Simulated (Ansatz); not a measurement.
Ga: rattling a relaxed structure

The cell was found from a structure generator's guess, not taken from experiment.

Theory: DFT PBE, scalar-relativistic, plane waves, PAW in Ansatz 0.2.0. Settings: cutoff 420 eV, Γ-centred mesh 20×20×20 on the computed 1-atom cell, Gaussian smearing of 0.10 eV; no spin polarisation.

The cell below (1 atom, space group Pm-3m (No. 221)) is relaxed within its symmetry.

```yaml
crystal:
  lattice:
    - [2.71602, 0.00000, 0.00000]
    - [0.00000, 2.71602, 0.00000]
    - [0.00000, 0.00000, 2.71602]
  atoms:
    - { symbol: Ga, position: [0.00000, 0.00000, 0.00000] }
```

For the test a repeat of it with 4 atoms (edges 2.72, 5.43, 5.43 Å) was strained at random (σ = 1.5 % a component), the atoms were moved at random (σ = 0.05 Å), and all was relaxed again on a coarse 8×4×4 mesh (in the run’s order of axes) with 0.20 eV smearing, with no symmetry imposed.

Task: Is the structure stable against such a distortion?

Result: It doesn't return. The energy falls by 82 meV/atom on that mesh, the volume changes by -4.4 %, and the end has space group C2/c (No. 15) at a loose tolerance. Relaxed again on a 20×20×12 mesh with 0.10 eV smearing, the new structure lies 64 meV/atom below the first (mesh in the axes of the run's cell; the cell below is made exact in the group named). Space group C2/c (No. 15), monoclinic, a = 3.484 Å, b = 4.396 Å, c = 5.275 Å, β = 107.7°. Around Ga lie 8 Ga at 2.80–2.89 Å.

```cif
data_structure
_symmetry_space_group_name_H-M 'C2/c'
_symmetry_Int_Tables_number 15
_cell_length_a 3.4835
_cell_length_b 4.3962
_cell_length_c 5.2751
_cell_angle_alpha 90.000
_cell_angle_beta 107.704
_cell_angle_gamma 90.000
_cell_volume 76.96
loop_
_atom_site_label
_atom_site_type_symbol
_atom_site_symmetry_multiplicity
_atom_site_Wyckoff_symbol
_atom_site_fract_x
_atom_site_fract_y
_atom_site_fract_z
_atom_site_occupancy
Ga1 Ga 4 e 0.50000 0.62911 0.75000 1
```
